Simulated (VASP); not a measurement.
# SiO₂: restarted molecular dynamics, 2 variants

SiO₂, P6_222 (no. 180), 9 atoms in the cell. PBE, molecular dynamics; PAW potentials Si, O (PBE set).

| Restart from | Temperature at the end (K) | The same without a restart (K) | Potential energy at the end (eV/atom) | The same without a restart (eV/atom) | Electronic steps in the first step after the restart | Time (s) |
|---|---|---|---|---|---|---|
| CONTCAR with velocities, WAVECAR read | 611.0 | 611.0 | -7.79678 | -7.79677 | 5 | 440 |
| CONTCAR with velocities, no WAVECAR | 611.0 | 611.0 | -7.79678 | -7.79677 | 15 | 442 |

Limits: 60 fs of 9 atoms are too short for converged averages; the cell is only 4.4 Å across, so each atom moves in step with near copies of itself.

## Input of the first row

INCAR.step1:
```
SYSTEM = SiO2
GGA = PE ; PREC = Normal
ENCUT = 400 ; EDIFF = 1E-6
NELMIN = 4 ; NELM = 60
ALGO = Normal ; LREAL = Auto
LASPH = .TRUE. ; ISMEAR = 0
SIGMA = 0.05 ; ISYM = 0
LWAVE = .TRUE. ; LCHARG = .FALSE.
IBRION = 0 ; NSW = 30
POTIM = 1.0 ; TEBEG = 1600
ISIF = 2 ; RANDOM_SEED = 74791 0 0
MDALGO = 2 ; SMASS = -3
KPAR = 2
```

INCAR.step2, as INCAR.step1 but for:
```
- LWAVE = .TRUE.
+ LWAVE = .FALSE.
```

KPOINTS:
```
k-points
0
Monkhorst-Pack
  2 2 2
```

POSCAR.step1:
```
SiO2
1.0
    5.0610887587      0.0000000000      0.0000000000
   -2.5305443793      4.3830314358      0.0000000000
    0.0000000000      0.0000000000      5.5405014100
Si O
3 6
Direct
    0.5000000000      0.0000000000      0.0000000000
    0.5000000000      0.5000000000      0.3333333333
    0.0000000000      0.5000000000      0.6666666667
    0.4172565700      0.2086282850      0.1666666667
    0.7913717150      0.2086282850      0.8333333333
    0.2086282850      0.4172565700      0.5000000000
    0.5827434300      0.7913717150      0.1666666667
    0.2086282850      0.7913717150      0.8333333333
    0.7913717150      0.5827434300      0.5000000000
```

Commands (each step's output is kept before the next begins):
```
cat potpaw_PBE.64/Si/POTCAR potpaw_PBE.64/O/POTCAR > POTCAR
cp INCAR.step1 INCAR
cp POSCAR.step1 POSCAR
mpirun -np 2 vasp_std > vasp.out
cp CONTCAR POSCAR
cp INCAR.step2 INCAR
mpirun -np 2 vasp_std > vasp.out
```

Changes of the last row against the first:
```
(step 1)
- LWAVE = True
+ LWAVE = False
```

VASP 6.6.1 took 440 s on 2 cores (AMD EPYC 7R43 (Zen 3)), a shared host.
